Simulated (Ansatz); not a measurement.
# Al3GaAs4: the cell at several levels of theory

Cell and atoms of an ordered 8-atom cell of Al3GaAs4 on the zincblende lattice (P-4m2) are relaxed in turn with PBE and r2SCAN. This is a trial cell built on a prototype, not taken from a measured structure, and it needn't be the compound's ground state.

Code: Ansatz 0.2.0. PAW datasets, plane waves, zero pressure. Computed, not measured; no magnetism was allowed, and the structure may never have been made.

**1. Starting point**

This is the cell as the run starts from it, not yet at rest; its lengths are not the crystal's.

It is tetragonal, P-4m2 (No. 115); conventional cell a = 3.847 Å, c = 10.881 Å, 20.13 Å³ an atom. Al has 4 As at 2.36 Å; As has 4 Al at 2.36 Å; As has 2 Ga at 2.36 Å and 2 Al at 2.36 Å; Ga has 4 As at 2.36 Å.

Coordinates:

```cif
data_structure
_symmetry_space_group_name_H-M 'P 1'
_symmetry_Int_Tables_number 1
_cell_length_a 3.8468
_cell_length_b 3.8468
_cell_length_c 10.8805
_cell_angle_alpha 90.000
_cell_angle_beta 90.000
_cell_angle_gamma 90.000
_cell_volume 161.01
loop_
_atom_site_label
_atom_site_type_symbol
_atom_site_fract_x
_atom_site_fract_y
_atom_site_fract_z
_atom_site_occupancy
Al1 Al 0.00000 0.00000 0.75000 1
As1 As 0.00000 0.50000 0.87500 1
Al2 Al 0.50000 0.50000 0.00000 1
As2 As 0.50000 0.00000 0.12500 1
Al3 Al 0.00000 0.00000 0.25000 1
As3 As 0.00000 0.50000 0.37500 1
Ga1 Ga 0.50000 0.50000 0.50000 1
As4 As 0.50000 0.00000 0.62500 1
```

**2. PBE: cell and atoms**

input.yaml

```yaml
crystal:
  lattice:
    - [3.8468419914, 0.0, 0.0]
    - [0.0, 3.8468419914, 0.0]
    - [0.0, 0.0, 10.880512233]
  atoms:
    - { symbol: Al, position: [0.0, 0.0, 0.75] }
    - { symbol: As, position: [0.0, 0.5, 0.875] }
    - { symbol: Al, position: [0.5, 0.5, 0.0] }
    - { symbol: As, position: [0.5, 0.0, 0.125] }
    - { symbol: Al, position: [0.0, 0.0, 0.25] }
    - { symbol: As, position: [0.0, 0.5, 0.375] }
    - { symbol: Ga, position: [0.5, 0.5, 0.5] }
    - { symbol: As, position: [0.5, 0.0, 0.625] }
kpoints:
  mp_grid: { grid: [6, 6, 2] }
hamiltonian:
  xc: pbe
scf:
  occupations: { method: fermi_dirac, width: 0.02 }
relax:
  f_tol: 0.005
  cell: {}
output:
  write_density: true
  write_potential: true
  elf: true
  volumetric_format: npy
```

Run with:

```bash
> ansatz run input.yaml --threads 4 --pin off --max-ram 6451MiB --backend cpu --events-out ev --progress --plain --runs-dir out
```

Further steps of the session: r2SCAN: cell and atoms.

What does the calculation give? Wanted: for each run, a; c; volume; space group; SCF geometries.

As calculated:

```
 level  a (Å)   c (Å)  volume (Å³/atom)  space group  SCF geometries
   PBE  4.057  11.443            23.549        P-4m2               7
r2SCAN  4.016  11.333            22.854        P-4m2               5
```

What this shows: The first relaxation changed the volume by +17.0 % from the start. r2SCAN gives the smallest cell and PBE the largest; they differ by 3.0 % in volume, a mean of 1.0 % in length.
